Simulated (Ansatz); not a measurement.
# Y2CS2 MXene monolayer in a perpendicular field, part 2 of 2

Aim: how the Y2CS2 MXene monolayer screens a field along its normal, and what the field does to its bands. A positive field points along +c.

Ansatz 0.2.0; plane-wave DFT, PBE-D3(BJ), Ansatz PAW.

So far. Step 2 (Relaxation): The lattice constant a goes from 3.478 to 3.806 Å.

## Step 3: Single point, field 0

A sawtooth potential applies the field, turning back in the middle of the vacuum. With the dipole correction the typed value is the field outside the slab. The induced dipole is small, so the SCF threshold is tight.

The cell differs from the one that the last finished run ended in (c 44.032 → 23.784 Å).

input.yaml reads:

```yaml
crystal:
  lattice:
    - [3.805514815, 0.0, 0.0]
    - [-1.9027574075, 3.2956725043, 0.0]
    - [0.0, 0.0, 23.7836180846]
  atoms:
    - { symbol: S, position: [0.3333333333, 0.6666666667, 0.3784117273] }
    - { symbol: "Y", position: [0.6666666667, 0.3333333333, 0.4388180435] }
    - { symbol: C, position: [0.0, 0.0, 0.5] }
    - { symbol: "Y", position: [0.3333333333, 0.6666666667, 0.5611819565] }
    - { symbol: S, position: [0.6666666667, 0.3333333333, 0.6215882727] }
kpoints:
  mp_grid: { grid: [18, 18, 1] }
  band_path:
    path: [[0, 0, 0], [0.5, 0, 0], [0.33333333, 0.33333333, 0], [0, 0, 0]]
    npoints: 16
hamiltonian:
  xc: pbe
  dispersion: d3bj
scf:
  occupations: { method: fermi_dirac, width: 0.02585 }
  convergence: { dr2_threshold: 1.0e-10 }
efield:
  axis: 3
  dipole_correction: true
  ramp_position: 0.97
  ramp_width: 0.06
  amplitude: 0
output:
  dos: { projected: true, e_range: [-6, 5] }
  write_potential: true
  write_density: true
  volumetric_format: npy
  elf: true
```

On the command line:

```console
ansatz run input.yaml --threads 2 --pin off --max-ram 3072MiB --backend cpu --events-out ev --progress --plain --runs-dir out
```

Numbers of over 12 decimals in the logs are rounded to 6 here.

The program printed:

```text
[...]
Crystal: 5 atoms, lattice volume = 298.288 Å³
Basis set: ecut = 420 eV, 5875 PW (Γ)
Bands: 24, of which v1, the nominal top of the filled ones, is band 19 counted from 1 (18 counted from 0)
Symmetry: 6 space group operations
k-points: 37 of 324 (time reversal used)
[...]
SCF iter   1: F=—  HF=-9757.338806 eV  |F-HF|=—  |Δ(HF+E_count)|=         —  Δρ=1.91e-3  dr2=5.52e-2  ethr=1.77e-3  p=0.000 e·Å  D=1.87e-14 V/Å  ΔV_dip=-0.00 eV  dr2_dipole=7.08e-8  V_vac-E_F(+/−)=6.94/6.94 eV  ⟨swp⟩=8.6  Hψ=5064  notcnv=0
efield: sawtooth ramp at fractional position 0.9700 (set: `efield.ramp_position`, or a place that a band, a saddle search or an elastic batch's reference lends), width 0.0600; the density the first Hamiltonian is built on has a dipole p = 0.000 e·Å; the dipole correction subtracts the counter field D = 1.87e-14 V/Å, which shifts the + side's vacuum level by -0.00 eV against the − side's; the planar-averaged density in the ramp window peaks in size at 5.8e-6 e/Å³
[...]
SCF iter   2: F=—  HF=-9757.335327 eV  |F-HF|=—  |Δ(HF+E_count)|=   3.48e-3  Δρ=8.93e-4  dr2=1.25e-2  ethr=1.45e-4  p=-0.000 e·Å  D=-1.98e-6 V/Å  ΔV_dip=0.00 eV  dr2_dipole=1.91e-8  V_vac-E_F(+/−)=6.75/6.75 eV  ⟨swp⟩=2.2  Hψ=1355  notcnv=0  defer=1
[...]
SCF iter  10: F=-9757.334534 eV  HF=-9757.334534 eV  |F-HF|=1.98e-10  |Δ(HF+E_count)|=   2.55e-9  Δρ=1.85e-7  dr2=7.47e-11  ethr=1.00e-12  p=0.000 e·Å  D=1.66e-8 V/Å  ΔV_dip=-0.00 eV  dr2_dipole=8.10e-14  V_vac-E_F(+/−)=6.72/6.72 eV  ⟨swp⟩=2.8  Hψ=3480  notcnv=0
SCF 1 converged in 10 iterations: F = -9757.334534 eV  dr2 = 7.47e-11
[...]
NSCF: frozen V_eff on 49 k-points
efield: sawtooth ramp at fractional position 0.9700 (kept from the solve that this one continues, or follows in the run), width 0.0600; the density the first Hamiltonian is built on has a dipole p = 0.000 e·Å; the dipole correction subtracts the counter field D = 1.66e-8 V/Å, which shifts the + side's vacuum level by -0.00 eV against the − side's; the planar-averaged density in the ramp window peaks in size at 9.6e-8 e/Å³
WARN: The output density's exchange-correlation potential varies sharply where the density is thin. Do not read a vacuum level from v_tot or v_xc, or from such a field of the output density. On a cell that repeats whose density bears no net charge and no dipole along the vacuum's axis use v_es (v_loc + v_h of the components); under efield.dipole_correction with no amplitude use v_es + v_field, which holds any externa [...]
SCF converged after 10 iterations
Free energy (F): -9757.334534 eV
[...]
Internal energy: -9757.319868 eV  (E = F + TS)
E sigma→0 (E₀):  -9757.327201 eV
Entropy (-TS):   -0.014666 eV (-2.933 meV/atom)
Fermi energy:    -1.799374 eV
Dipole field:    D = -0.000000 V/Å  (p = -0.000000 e·Å, saw-weighted, corrected)
Work function:   Φ+ = 6.7224 eV   Φ− = 6.7224 eV
Levels:          The Fermi level and band energies are counted from a zero that moves with the ramp; work functions are not
[...]
--- Band table (eV; the first three rows and the last of 37) ---
  k-point 0: bands = [... 15 lower, -2.6912, -2.6912, -1.3530, -1.0350, -1.0350, 1.5925, 1.5925, 2.0608, ... 1 higher]
  k-point 1: bands = [... 15 lower, -2.8094, -2.6912, -1.2940, -1.1996, -1.0964, 1.5666, 1.6769, 2.0676, ... 1 higher]
  k-point 2: bands = [... 15 lower, -2.9235, -2.6931, -1.5999, -1.2490, -1.2091, 1.4117, 1.8929, 2.1600, ... 1 higher]
  k-point 36: bands = [... 15 lower, -2.9842, -2.9842, -2.4112, -2.4112, -2.3677, 2.3579, 2.3579, 2.5244, ... 1 higher]
```

Elapsed: 25 s, on 2 threads of Arm Neoverse V1, shared host; peak memory 0.65 GiB.

This step gave:

```
energy at zero smearing   : -9757.3272 eV
work function, upper face : 6.722 eV
dipole along the normal   : -4.89e-7 e·Å
```

Running mean over a fixed 2.5 Å (it still follows the layers) of the planar mean; the ramp of the sawtooth is left out. Table of electron's electrostatic potential energy less the Fermi level by z:

```csv
z (Å),electron's electrostatic potential energy less the Fermi level (eV)
3.0,6.72
3.5,6.72
4.0,6.72
4.5,6.72
5.0,6.72
5.5,6.72
6.0,6.70
6.5,6.63
7.0,6.26
7.5,4.91
8.0,2.86
8.5,0.605
9.0,-2.18
9.5,-5.08
10.0,-6.19
10.5,-6.03
11.0,-5.81
11.5,-4.93
12.0,-4.60
12.5,-5.34
13.0,-5.95
13.5,-6.10
14.0,-6.00
14.5,-3.92
15.0,-0.876
15.5,1.60
16.0,3.80
16.5,5.64
17.0,6.49
17.5,6.68
18.0,6.71
18.5,6.72
19.0,6.72
19.5,6.72
20.0,6.72
20.5,6.72
```

The density of states has structure finer than the step of the table below, so its rows give means over 0.25 eV, whole bins alone (the curve runs from -6 to 1.99 eV). Peaks (eV: height): -2.280: 13.4, -2.030: 9.89, -1.890: 12.7, -1.310: 15.2, -1.230: 26.4, -0.930: 13.4, -0.730: 12.6.

The density of states by energy, zero at the Fermi level; means over each step:

```csv
energy (eV),density of states (states/eV a cell)
-3.25,0
-3.00,1.04
-2.75,1.91
-2.50,3.21
-2.25,6.35
-2.00,5.16
-1.75,5.57
-1.50,4.96
-1.25,13.6
-1.00,6.33
-0.75,3.97
-0.50,4.95
-0.25,4.81
0.00,5.69
0.25,2.36
0.50,2.35
0.75,0.270
1.00,0
```

Projected DOS per atom over height of the atomic layer and energy from the Fermi level. Layers: S Y C Y S from below.

Values in states/eV, 22 rows by 5 columns, each cell a mean:
```
0.00 0.00 0.00 0.00 0.00
0.00 0.00 0.00 0.00 0.00
0.00 0.00 0.00 0.00 0.00
0.19 0.02 0.37 0.02 0.19
0.44 0.12 0.95 0.12 0.44
0.92 0.35 2.46 0.35 0.92
0.81 0.53 2.19 0.53 0.81
0.65 0.53 1.81 0.53 0.65
3.47 0.97 0.54 0.97 3.47
2.25 0.77 0.75 0.77 2.25
1.90 0.73 0.88 0.73 1.90
1.65 0.68 0.52 0.68 1.65
0.85 0.51 0.52 0.51 0.85
0.30 0.25 0.25 0.25 0.30
0.01 0.01 0.01 0.01 0.01
0.00 0.00 0.00 0.00 0.00
0.00 0.00 0.00 0.00 0.00
0.00 0.00 0.00 0.00 0.00
0.00 0.00 0.00 0.00 0.00
0.00 0.00 0.00 0.00 0.00
0.00 0.00 0.00 0.00 0.00
0.00 0.00 0.00 0.00 0.00
```
Columns: height of the atomic layer (Å) from 9 to 14.8; rows upwards: energy from the Fermi level (eV) from -5.96 to 1.96.

The electronic bands at the labelled points (eV, zero at the Fermi level):

```csv
point,band 15,band 16,band 17,band 18,band 19,band 20,band 21,band 22
Γ,-1.49,-0.89,-0.89,0.45,0.76,0.76,3.39,3.39
halfway,-1.49,-1.27,-0.93,-0.39,0.15,0.34,2.61,4.31
M,-1.31,-1.30,-0.98,-0.90,0.02,0.07,2.07,4.21
halfway,-1.33,-1.23,-1.19,-0.75,-0.61,-0.13,2.86,4.67
K,-2.02,-1.18,-1.18,-0.61,-0.61,-0.57,4.16,4.16
halfway,-1.77,-1.19,-0.98,-0.33,-0.31,0.20,3.32,3.43
Γ,-1.49,-0.89,-0.89,0.45,0.76,0.76,3.39,3.39
```

Electrostatic potential energy in the ca plane at fractional y = 0.333, with atoms of Y and S within 0.2 Å of it. With pseudopotentials it is smooth inside the atoms' cores, unlike the true potential.

Ten even steps from '0' (-40 eV) to '9' (5 eV), each cell a mean:
```
99999999999999999876557889888888778999999999
99999999999999999751003789999873126899999999
99999999999999998720000588999850102799999999
99999999999999998720000588999840212799999999
99999999999999998740002689999872015899999999
99999999999999999875346889888887678999999999
99999999999999999888788899887788899999999999
99999999999999998888889998876778999999999999
99999999999999998889999998876678999999999999
99999999999999999888888898877788999999999999
```
Columns run along c (16.0 Å, from fractional 0.13 to 0.81 of the cell; values clipped at the 3rd and 97th percentile), rows up along a (3.8 Å). Atoms in or near the plane, at fractional coordinates: Y at (0.44, 0.67), S at (0.62, 0.67).

ELF in the ca plane at fractional y = 0.333, with atoms of Y and S within 0.2 Å of it. It is the smooth field of the valence electrons, not physical close to the nuclei.

Ten even steps from '0' (0.00) to '9' (0.88), each cell a mean:
```
00000000000002355313542134201268999752100000
00000000000000111148997212113689899974200000
00000000000000000179789401124886159985200000
00000000000000000289679401125885149985210000
00000000000000111159998211113799799975200000
00000000000001344224662133201369999853100000
00000000000013678741111465211125776420000000
00000000000125788874214776212201111000000000
00000000000135789875214786212200110000000000
00000000000024678752102565211114665310000000
```
Columns run along c (16.0 Å, from fractional 0.13 to 0.81 of the cell), rows up along a (3.8 Å). Atoms in or near the plane, at fractional coordinates: Y at (0.44, 0.67), S at (0.62, 0.67).

Valence density in the ca plane at fractional y = 0.333, with atoms of Y and S within 0.2 Å of it. It is the smooth field of the valence electrons, not physical close to the nuclei.

Ten steps, logarithmic in the rise over the least value, from '0' (0.0 e/Å³) to '9' (3.6 e/Å³), each cell a mean:
```
00000000000000000122334565433332345565421000
00000000000000000012236898742222346777642000
00000000000000000001248999852222357767752100
00000000000000000001248999852222357757752100
00000000000000000011236899742222356777642000
00000000000000000122334666433322345665431000
00000000000000000123444333334333344443210000
00000000000000000234554333344444443222100000
00000000000000000234554333344444443222100000
00000000000000000123444333334433433433210000
```
Columns run along c (16.0 Å, from fractional 0.07 to 0.74 of the cell), rows up along a (3.8 Å). Atoms in or near the plane, at fractional coordinates: Y at (0.44, 0.67), S at (0.62, 0.67).

The work function of the upper face is 6.72 eV.

## Step 4: Atoms held, field 0.1 V/Å

Changes to input.yaml since step 3:

```diff
@@ -27,5 +27,4 @@
   ramp_width: 0.06
-  amplitude: 0
+  amplitude: 0.1
 output:
-  dos: { projected: true, e_range: [-6, 5] }
   write_potential: true
@@ -33,2 +32 @@
   volumetric_format: npy
-  elf: true
```

The program printed:

```text
[...]
Crystal: 5 atoms, lattice volume = 298.288 Å³
Basis set: ecut = 420 eV, 5875 PW (Γ)
Bands: 24, of which v1, the nominal top of the filled ones, is band 19 counted from 1 (18 counted from 0)
Symmetry: 6 space group operations
k-points: 37 of 324 (time reversal used)
[...]
k-point 0: bands = [... 15 lower, -2.6915, -2.6915, -1.3533, -1.0353, -1.0353, 1.5922, 1.5922, 2.0604, ... 1 higher]
  k-point 1: bands = [... 15 lower, -2.8097, -2.6915, -1.2943, -1.1999, -1.0967, 1.5663, 1.6766, 2.0672, ... 1 higher]
  k-point 2: bands = [... 15 lower, -2.9238, -2.6934, -1.6002, -1.2493, -1.2094, 1.4114, 1.8926, 2.1596, ... 1 higher]
  k-point 36: bands = [... 15 lower, -2.9909, -2.9783, -2.4132, -2.4096, -2.3680, 2.3559, 2.3593, 2.5241, ... 1 higher]
[key lines of the parts left out:]
SCF converged after 14 iterations
Free energy (F): -9757.337171 eV
Fermi energy:    -1.799626 eV
Dipole field:    D = 0.031985 V/Å  (p = 0.052725 e·Å, saw-weighted, corrected)
```

Run time: 27 s. Hardware: 2 threads; peak memory 0.63 GiB.

The dipole is 0.0527 e·Å.

## Step 5: Atoms held, field -0.1 V/Å

Changes to input.yaml since step 4:

```diff
@@ -27,3 +27,3 @@
   ramp_width: 0.06
-  amplitude: 0.1
+  amplitude: -0.1
 output:
```

The program printed:

```text
[...]
Crystal: 5 atoms, lattice volume = 298.288 Å³
Basis set: ecut = 420 eV, 5875 PW (Γ)
Bands: 24, of which v1, the nominal top of the filled ones, is band 19 counted from 1 (18 counted from 0)
Symmetry: 6 space group operations
k-points: 37 of 324 (time reversal used)
[...]
k-point 0: bands = [... 15 lower, -2.6915, -2.6915, -1.3533, -1.0353, -1.0353, 1.5922, 1.5922, 2.0604, ... 1 higher]
  k-point 1: bands = [... 15 lower, -2.8097, -2.6915, -1.2943, -1.1999, -1.0967, 1.5663, 1.6766, 2.0672, ... 1 higher]
  k-point 2: bands = [... 15 lower, -2.9238, -2.6934, -1.6002, -1.2493, -1.2094, 1.4114, 1.8926, 2.1596, ... 1 higher]
  k-point 36: bands = [... 15 lower, -2.9909, -2.9783, -2.4132, -2.4096, -2.3680, 2.3559, 2.3593, 2.5241, ... 1 higher]
[key lines of the parts left out:]
SCF converged after 14 iterations
Free energy (F): -9757.337171 eV
Fermi energy:    -1.799627 eV
Dipole field:    D = -0.031985 V/Å  (p = -0.052726 e·Å, saw-weighted, corrected)
```

Elapsed: 27 s, on 2 threads; peak memory 0.63 GiB; 54 s of CPU time.

The dipole is -0.0527 e·Å.

## Step 6: Response, atoms held

This step: plane-wave DFT, PBE-D3(BJ), Ansatz PAW; response to a field along the normal, atoms held (Ansatz 0.2.0).

The dipoles give the slope, and the difference of two potentials shows where the field is screened.

This step gave:

| Quantity | Value |
| --- | --- |
| equivalent conductor thickness p/(ε₀AE) | 7.607 Å |
| distance between the outer atoms | 5.784 Å |

Dipole of the cell against applied field:

```csv
applied field (V/Å),dipole of the cell (e·Å)
-0.1000,-0.0527
0.0000,-4.9e-7
0.1000,0.0527
```

Local field over the applied field, running mean. From the potentials at -0.1 and 0.1 V/Å; running mean over 2.5 Å. Table of local field over applied field by z:

z (Å), local field over applied field and a bar:
```
      4.5      0.999 ##############################
      5.0      0.998 ##############################
      5.5      0.994 ##############################
      6.0      0.979 #############################
      6.5      0.940 ############################
      7.0      0.849 #########################
      7.5      0.698 #####################
      8.0      0.520 ###############
      8.5      0.337 ##########
      9.0      0.172 #####
      9.5      0.066 #
     10.0      0.029 
     10.5      0.020 
     11.0      0.023 
     11.5      0.038 #
     12.0      0.044 #
     12.5      0.031 
     13.0      0.020 
     13.5      0.023 
     14.0      0.039 #
     14.5      0.103 ###
     15.0      0.238 #######
     15.5      0.416 ############
     16.0      0.599 ##################
     16.5      0.770 #######################
     17.0      0.896 ###########################
     17.5      0.962 #############################
     18.0      0.987 ##############################
     18.5      0.996 ##############################
     19.0      0.999 ##############################
     19.5      1.000 ##############################
```

Electrons, planar mean, per unit field. Table of induced electron density by z:

```csv
z (Å),induced electron density (e/Å³ per V/Å)
4.5,1.9e-6
5.0,7.1e-6
5.5,2.5e-5
6.0,8.8e-5
6.5,2.8e-4
7.0,8.1e-4
7.5,0.00205
8.0,0.00364
8.5,0.00285
9.0,7.6e-4
9.5,8.3e-4
10.0,-4.4e-5
10.5,-7.1e-4
11.0,-1.6e-4
11.5,4.2e-4
12.0,-2.0e-4
12.5,-2.5e-4
13.0,4.7e-4
13.5,5.7e-4
14.0,-4.0e-4
14.5,-8.1e-4
15.0,-0.00133
15.5,-0.00365
16.0,-0.00303
16.5,-0.00140
17.0,-5.2e-4
17.5,-1.7e-4
18.0,-5.1e-5
18.5,-1.5e-5
19.0,-4.0e-6
19.5,-1.1e-6
```

By hand: between -0.1 and 0.1 V/Å the dipole changes by 0.1055 e·Å, a slope of 0.5273 e·Å²/V. A perfect conductor of thickness t has p = ε₀AEt, so t = 180.95 × 0.5273 / 12.542 = 7.61 Å (e/ε₀ = 180.95 V·Å, A in Å²).

The induced dipole is that of a conductor 7.61 Å thick.

## Step 7: Results

| Property | Result |
| --- | --- |
| gap without field | none |
| work function, upper face | 6.72 eV |
| equivalent conductor thickness, atoms held | 7.61 Å |

**Reading.** The induced dipole equals that of a perfect conductor 7.61 Å thick, while the outer atoms lie 5.78 Å apart. There is no gap over 0.03 eV, with or without the field. The main runs have no spin polarisation; a magnetic state could lie lower and would change these results. Spin-orbit coupling is left out. The MXene's terminations sit over the metal atoms of its far layer; the site over carbon or nitrogen, which some compounds prefer, was not run.

[Logs are printed without paths, hosts, clocks, repeated set-up lines and the standing remarks that a program may print on its own settings, such as how far it seeks lower states.]

[Hosts, paths, dates, database ids (printed as entryN), source tags and the programs' standing remarks are cut or masked in the printed files.]

[Maps of the electrostatic potential energy from Ansatz leave out the sawtooth potential of an applied field or a dipole correction, so their vacuum need not be flat; planar profiles and work functions include it.]

[The density of states shown here was stored with 400 of the rows of the run's finer table, so its peaks can read low, often by over a quarter, or be missed, and its means over a window can be off by a tenth or more.]
